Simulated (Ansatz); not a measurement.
Sn under changes of volume

One of the cells (27.205 Å³/atom); the others are scaled copies at fixed shape and fractional positions:

```
Sn
1.0
    -1.89465    1.89465    1.89465
     1.89465   -1.89465    1.89465
     1.89465    1.89465   -1.89465
Sn
1
Cartesian
  0.0000 0.0000 0.0000
```

This isn't the form of Sn at room conditions, which is tetragonal (white tin).

| Quantity | Value |
| --- | --- |
| Program | Ansatz 0.2.0 |
| Functional | HSE06 |
| Potentials or basis | Ansatz PAW |
| Cutoff | 420 eV (not typed: the program's choice for these potentials) |
| k mesh | 6 × 6 × 6 |
| Occupations | fermi-dirac, width 0.05 eV |
| Spin | no spin polarisation |

```tsv
volume (Å³/atom)	energy over the lowest point (meV/atom)	pressure (GPa)
25.573	11.02	3.0
26.117	3.24	1.6
26.661	0.00	0.3
27.205	0.87	-0.8
27.749	?	?
28.293	13.04	-2.7
28.837	23.61	-3.5
```

Q: What does the run at 27.749 Å³/atom give?

A: Energy over the lowest point 5.34 meV/atom; pressure -1.8 GPa.

Worked out: A Birch-Murnaghan fit of order 3 (a polynomial in V^(-2/3)) to the other rows has its minimum at 26.81 Å³/atom with B0 = V·E''(V) = 57 GPa and B' = 4.7. It gives 5.34 meV/atom at 27.749 Å³/atom, against the run's 5.34, and -dE/dV = -1.8 GPa, against -1.8.

Energies are extrapolated to zero smearing.

Caveats: all runs use coarse meshes; the PAW data sets come from PBE, with cores solved anew for the run's functional, which leaves a small shift of forces and pressure; the thresholds are loose for stress.
